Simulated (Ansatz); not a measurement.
InN:
```cif
data_In2N2
_chemical_formula_sum 'In2 N2'
_space_group_name_H-M_alt 'P 1'
_space_group_IT_number 1
_cell_length_a 3.58056
_cell_length_b 3.58056
_cell_length_c 5.78780
_cell_angle_alpha 90.000
_cell_angle_beta 90.000
_cell_angle_gamma 120.000
loop_
_space_group_symop_operation_xyz
  'x, y, z'
loop_
_atom_site_label
_atom_site_type_symbol
_atom_site_fract_x
_atom_site_fract_y
_atom_site_fract_z
_atom_site_occupancy
In1 In 0.66667 0.33333 0.00196 1
In2 In 0.33333 0.66667 0.50196 1
N1 N 0.66667 0.33333 0.62324 1
N2 N 0.33333 0.66667 0.12324 1
```

Relaxed with PBE.

Tabulate the valence density and the electron localisation function along the shortest In–N contact (2.18 Å), plane-wave PAW PBE (Ansatz code).



| distance from In (Å) | density (e/Å³) | ELF |
|---|---|---|
| 0.22 | 10.81 | 0.00 |
| 0.33 | 8.54 | 0.01 |
| 0.44 | 6.21 | 0.03 |
| 0.55 | 4.15 | 0.09 |
| 0.65 | 2.56 | 0.15 |
| 0.76 | 1.50 | 0.20 |
| 0.87 | 0.90 | 0.19 |
| 0.98 | 0.63 | 0.18 |
| 1.09 | 0.56 | 0.23 |
| 1.20 | 0.59 | 0.42 |
| 1.31 | 0.73 | 0.67 |
| 1.42 | 0.98 | 0.81 |
| 1.53 | 1.39 | 0.84 |
| 1.64 | 1.98 | 0.81 |
| 1.75 | 2.70 | 0.72 |
| 1.86 | 3.29 | 0.51 |
| 1.96 | 3.56 | 0.25 |

The density is the valence pseudo-density with augmentation charge, so density and ELF within about 1 Å of a nucleus are not all-electron values.

Space group P6_3mc (wurtzite). Symmetry was held in the PBE relaxation; of distortions, only those at the zone centre were tested.

Potentials: the later of the program's two PAW sets.
